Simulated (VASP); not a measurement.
# SiC (Moissanite 3C) (F-43m) in VASP: a series of runs, part 2 of 2

VASP 6.6.1.

**3. Relaxation of cell and atoms, HSE03**

File POSCAR:

```
SiC
1.0
    0.0000000000      2.1790000000      2.1790000000
    2.1790000000      0.0000000000      2.1790000000
    2.1790000000      2.1790000000      0.0000000000
Si C
1 1
Direct
    0.0000000000      0.0000000000      0.0000000000
    0.7500000000      0.7500000000      0.7500000000
```

File INCAR.step1:

```
SYSTEM = SiC
PREC     = Accurate       ! precision mode
ENCUT    = 600            ! plane-wave cutoff, eV
EDIFF    = 1E-5           ! SCF threshold, eV
ISMEAR   = -1             ! smearing method
SIGMA    = 0.05           ! smearing width, eV
LREAL    = .False.        ! projectors in reciprocal space
LASPH    = .True.         ! aspherical terms in the spheres
NELM     = 100            ! most SCF steps
ALGO     = Normal         ! electronic algorithm
LWAVE    = .True.         ! write WAVECAR
LCHARG   = .False.        ! write CHGCAR
GGA      = PE             ! functional
```

File INCAR.step2:

```
SYSTEM = SiC
PREC     = Accurate       ! precision mode
ENCUT    = 600            ! plane-wave cutoff, eV
EDIFF    = 1E-7           ! SCF threshold, eV
ISMEAR   = -1             ! smearing method
SIGMA    = 0.05           ! smearing width, eV
LREAL    = .False.        ! projectors in reciprocal space
LASPH    = .True.         ! aspherical terms in the spheres
NELM     = 100            ! most SCF steps
ALGO     = Normal         ! electronic algorithm
ISIF     = 3              ! what is computed and relaxed
LWAVE    = .False.        ! write WAVECAR
LCHARG   = .False.        ! write CHGCAR
GGA      = PE             ! functional
LHFCALC  = .True.         ! exact exchange
HFSCREEN = 0.3            ! screening, 1/A
PRECFOCK = Fast         
IBRION   = 2              ! ionic algorithm
NSW      = 60             ! ionic steps
EDIFFG   = -0.01          ! ionic threshold
ISTART   = 1
```

File KPOINTS:

```
Automatic mesh
0
Gamma
  5 5 5
  0 0 0
```

Potentials or basis: VASP PAW PBE potentials, release 64 (Si, C).

The run is started by

```
cat potpaw_PBE.64/Si/POTCAR potpaw_PBE.64/C/POTCAR > POTCAR
cp INCAR.step1 INCAR
mpirun -np 1 vasp_std > vasp.out
cp INCAR.step2 INCAR
mpirun -np 1 vasp_std > vasp.out
```

OUTCAR:

```text
SYSTEM = SiC
   PREC = Accurate
   ENCUT = 600
   EDIFF = 1E-7
   ISMEAR = -1
   LREAL = .False.
   LASPH = .True.
   NELM = 100
   ISIF = 3
   GGA = PE
   LHFCALC = .True.
   HFSCREEN = 0.3
   PRECFOCK = Fast
   IBRION = 2
   NSW = 60
   EDIFFG = -0.01
   ISTART = 1

 ion  position               nearest neighbor table
   1  0.000  0.000  0.000-   2 1.89   2 1.89   2 1.89   2 1.89
   2  0.750  0.750  0.750-   1 1.89   1 1.89   1 1.89   1 1.89

  LATTYP: Found a face centered cubic cell.
 ALAT       =     4.3580000000

  Lattice vectors:

 A1 = (   0.0000000000,   2.1790000000,   2.1790000000)
[... 178 lines left out ...]
  --------------------------------------------------------------------------------------
  -------------------------------------------------------------------------------------
  Total       -0.1915314     -0.1915314     -0.1915314     -0.0000000      0.0000000      0.0000000
  in kB      -14.8302626    -14.8302626    -14.8302626     -0.0000000      0.0000000      0.0000000
  external PRESSURE =     -14.8302626 kB  Pullay stress =       0.0000000 kB
[... 59 lines left out ...]
--------------------------------------- Ionic step        3  -------------------------------------------

 number of electron       8.0000000 magnetization

 Free energy of the ion-electron system (eV)
  ---------------------------------------------------
  ext. energy  EPLUGINS =         0.00000000
  ---------------------------------------------------
  free energy    TOTEN  =       -16.98810259 eV

  energy without entropy =      -16.98810259  energy(sigma->0) =      -16.98810259

 E-fermi :   8.7464     XC(G=0):  -9.5216

 val. band max:        7.6971933367   @ k =   0.0000   0.0000   0.0000
 cond. band min:      10.2253950418   @ k =   0.4000   0.4000   0.0000
 fundamental gap:      2.5282017051
 Fermi energy:         8.7464239704

 k-point     1 :       0.0000    0.0000    0.0000
  band No.  band energies     occupation
      1      -9.2559      2.00000
      2       7.6972      2.00000
      3       7.6972      2.00000
      4       7.6972      2.00000
      5      15.0831      0.00000
      6      16.0851      0.00000
      7      16.0851      0.00000
      8      16.0851      0.00000
[... 126 lines left out ...]
  FREE ENERGIE OF THE ION-ELECTRON SYSTEM (eV)
  ---------------------------------------------------
  free  energy   TOTEN  =       -16.9881025935 eV

  energy  without entropy=      -16.9881025934  energy(sigma->0) =      -16.98810259

 reached required accuracy - stopping structural energy minimisation
```

OUTCAR.step1:

```text
SYSTEM = SiC
   PREC = Accurate
   ENCUT = 600
   EDIFF = 1E-5
   ISMEAR = -1
   LREAL = .False.
[... 315 lines left out ...]
      0.00000      0.00000      0.00000        -0.000000      0.000000      0.000000
      3.26850      3.26850      3.26850         0.000000     -0.000000     -0.000000
 -----------------------------------------------------------------------------------
    total drift:                                0.000000      0.000000      0.000000

  FREE ENERGIE OF THE ION-ELECTRON SYSTEM (eV)
  ---------------------------------------------------
  free  energy   TOTEN  =       -15.0239667406 eV

  energy  without entropy=      -15.0239667389  energy(sigma->0) =      -15.02396674
```

Wall time 1.8 min (1 thread of Intel Xeon Platinum 8488C (Sapphire Rapids), shared host); peak memory 0.25 GiB.

What came out:

```yaml
Free_energy: -16.9881 eV
Relaxed_volume: 10.28 Å³/atom
Relaxed_cell: a = 3.075 Å, b = 3.075 Å, c = 3.075 Å, α = 60.00°, β = 60.00°, γ = 60.00°
Space_group_after_relaxing_to_0.05_Å: F-43m (No. 216)
Energy_gained_by_relaxing: 0.3 meV/atom
Ionic_steps: 3
Pressure_after_relaxing: 0.0 GPa
Band_gap_on_the_k_mesh: 2.53 eV, indirect (least direct gap 5.78 eV)
```

The path:
```
step  energy change (eV)  largest force (eV/Å)  pressure (GPa)  volume (Å³)
   1              0.0000                0.0000           -1.48        20.69
   2              0.0002                0.0000            1.72        20.41
   3             -0.0006                0.0000            0.01        20.56
```

Final structure:
```
Si C
1.0
     0.00000    2.17428    2.17428
     2.17428    0.00000    2.17428
     2.17428    2.17428    0.00000
Si C
1 1
Direct
  0.00000 0.00000 0.00000
  0.75000 0.75000 0.75000
```

Levels at points of the mesh, in eV from the valence-band top:
```csv
k point,band 1,band 2,band 3,band 4,band 5,band 6,band 7,band 8
"(0.00, 0.00, 0.00)",-16.95,0.00,0.00,0.00,7.39,8.39,8.39,8.39
```

Caveat: the k mesh is coarse (spacing up to 0.50 Å⁻¹), so the values aren't converged, least of all with exact exchange; the PAW data sets were made with another functional, which shifts forces and pressure a little; an odd mesh through Γ misses points on the zone boundary, where band edges often lie.

**4. Single point, PBE**

File INCAR:

```
SYSTEM = SiC
PREC = Accurate
ENCUT = 520
EDIFF = 1E-7
ISMEAR = 0
SIGMA = 0.028000000000000004
LREAL = .FALSE.
LASPH = .TRUE.
NELM = 60
ALGO = Fast
ISIF = 2
LWAVE = .FALSE.
LCHARG = .TRUE.
GGA = PE
LELF = .TRUE.
LVHAR = .TRUE.
```

File KPOINTS:

```
regular mesh
0
G
  10 10 10
  0 0 0
```

POSCAR is that of step 3.

The run is started by

```
cat potpaw_PBE.64/Si/POTCAR potpaw_PBE.64/C/POTCAR > POTCAR
mpirun -np 1 vasp_std > vasp.out
```

It took 6.5 s on 1 thread of Intel Xeon Platinum 8488C (Sapphire Rapids), shared host; peak memory 0.13 GiB.

It converged, with:

- Free energy: -15.0577 eV
- Pressure: 3.2 GPa
- Band gap on the k mesh: 1.36 eV, indirect (least direct gap 4.54 eV)

Levels at points of the mesh, in eV from the valence-band top:
```
           k point  band 2  band 3  band 4  band 5  band 6  band 7
(0.00, 0.00, 0.00)    0.00    0.00    0.00    6.23    7.31    7.31
(0.50, 0.00, 0.00)   -8.53   -1.05   -1.05    5.43    7.23    7.23
(0.50, 0.50, 0.00)   -7.79   -3.18   -3.18    1.36    4.32   14.04
```

**5. Relaxation of cell and atoms, BLYP+D3**

File INCAR:

```
PREC     = Accurate       # precision mode
ENCUT    = 600            # plane-wave cutoff, eV
EDIFF    = 1E-6           # SCF threshold, eV
ISMEAR   = -1             # smearing method
SIGMA    = 0.05           # smearing width, eV
LREAL    = F              # projectors in reciprocal space
LASPH    = T              # aspherical terms in the spheres
NELM     = 80             # most SCF steps
ALGO     = Fast           # electronic algorithm
ISIF     = 3              # what is computed and relaxed
LWAVE    = F              # write WAVECAR
LCHARG   = F              # write CHGCAR
GGA      = B5             # functional
ALDAX    = 1.0          
AGGAX    = 1.0          
AGGAC    = 1.0          
ALDAC    = 0.0          
IVDW     = 11             # dispersion correction
VDW_S6   = 1.0          
VDW_S8   = 1.682        
VDW_SR   = 1.094        
VDW_SR8  = 1.0          
IBRION   = 2              # ionic algorithm
NSW      = 40             # ionic steps
EDIFFG   = -0.01          # ionic threshold
```

File KPOINTS:

```
regular mesh
0
Gamma
  10 10 10
```

POSCAR is that of step 4.

The run is started by

```
cat potpaw_PBE.64/Si/POTCAR potpaw_PBE.64/C/POTCAR > POTCAR
mpirun -np 1 vasp_std > vasp.out
```

Run time: 41 s. Hardware: 1 thread of Intel Xeon Platinum 8488C (Sapphire Rapids), shared host; peak memory 0.16 GiB.

It converged, with:

```yaml
Free_energy: -14.1835 eV
Relaxed_volume: 10.59 Å³/atom
Relaxed_cell: a = 3.105 Å, b = 3.105 Å, c = 3.105 Å, α = 60.00°, β = 60.00°, γ = 60.00°
Space_group_after_relaxing_to_0.05_Å: F-43m (No. 216)
Energy_gained_by_relaxing: 3.6 meV/atom
Ionic_steps: 3
Pressure_after_relaxing: 0.0 GPa
Band_gap_on_the_k_mesh: 1.72 eV, indirect (least direct gap 4.81 eV)
Dispersion_energy_per_atom: -0.260 eV
```

Step by step:
```csv
step,energy change (eV),largest force (eV/Å),pressure (GPa),volume (Å³)
1,0.0000,0.0000,4.92,20.69
2,-0.0004,0.0000,-4.42,21.66
3,-0.0072,0.0000,-0.01,21.17
```

Final structure:
```
Si C
1.0
     0.00000    2.19580    2.19580
     2.19580    0.00000    2.19580
     2.19580    2.19580    0.00000
Si C
1 1
Direct
  0.00000 0.00000 0.00000
  0.75000 0.75000 0.75000
```

Levels at points of the mesh, in eV from the valence-band top:
```
           k point  band 1  band 2  band 3  band 4  band 5  band 6  band 7  band 8
(0.00, 0.00, 0.00)  -15.09    0.00    0.00    0.00    6.14    7.23    7.23    7.23
(0.50, 0.00, 0.00)  -11.67   -8.26   -1.04   -1.04    5.35    7.31    7.31   10.21
(0.50, 0.50, 0.00)  -10.24   -7.65   -3.09   -3.09    1.72    4.46   13.81   14.52
```

Caveat: the PAW data sets were made with another functional, which shifts forces and pressure a little.

**6. The reference run**

An earlier run on the cell as given: functional PBE; potentials or basis VASP PAW PBE potentials, release 64 (Si, C); cutoff 520 eV; k mesh 10 × 10 × 10; occupations fermi-dirac, width 0.05 eV; no spin polarisation.

- Pressure: 3.2 GPa
- Band gap on the k mesh: 1.36 eV, indirect (least direct gap 4.54 eV)

**7. Summary**

| task | level | cell | k mesh | cutoff (eV) | smearing | grid for exact exchange (PRECFOCK) | mesh quality | gap on the mesh (eV) | pressure (GPa) | relaxed volume (Å³/atom) |
| --- | --- | --- | --- | --- | --- | --- | --- | --- | --- | --- |
| single point | PBE | as given | 10 × 10 × 10 | 520 | gaussian 0.018 eV | - | not flagged | 1.36 | 3.2 | - |
| relaxation of cell and atoms | HSE03 | relaxed | 5 × 5 × 5 | 600 | fermi-dirac 0.05 eV | Fast | coarse | 2.53 | 0.0 | 10.28 |
| single point | PBE | as given | 10 × 10 × 10 | 520 | gaussian 0.028 eV | - | not flagged | 1.36 | 3.2 | - |
| relaxation of cell and atoms | BLYP+D3 | relaxed | 10 × 10 × 10 | 600 | fermi-dirac 0.05 eV | - | not flagged | 1.72 | 0.0 | 10.59 |
| single point | PBE | as given | 10 × 10 × 10 | 520 | fermi-dirac 0.05 eV | - | not flagged | 1.36 | 3.2 | - |

Alike in all rows: potentials or basis VASP PAW PBE potentials, release 64 (Si, C); no spin polarisation.

Caveats: some runs use coarse meshes; the PAW data sets were made with another functional, which shifts forces and pressure a little (some runs); an odd mesh through Γ misses points on the zone boundary, where band edges often lie (some runs).

Total energies depend on the potentials used, so only differences within one code and one set of settings carry meaning.

**8. Comparison with measurements**

Step 2. A measured gap of SiC is 2.4 eV (indirect; quoted in “Insight into the structural, elastic and electronic properties of a new orthorhombic 6O-SiC polytype”, 2020, pmc:7200658); the calculated 1.36 eV misses it by -1.04 eV. The value is that of PBE on a finite k mesh, which can miss the band edges, without temperature or zero-point motion. Semilocal functionals fall short of measured gaps as a rule.

Step 4. A measured gap of SiC is 2.4 eV (indirect; quoted in “Insight into the structural, elastic and electronic properties of a new orthorhombic 6O-SiC polytype”, 2020, pmc:7200658); the calculated 1.36 eV misses it by -1.04 eV. The value is that of PBE on a finite k mesh, which can miss the band edges, without temperature or zero-point motion. Semilocal functionals fall short of measured gaps as a rule.
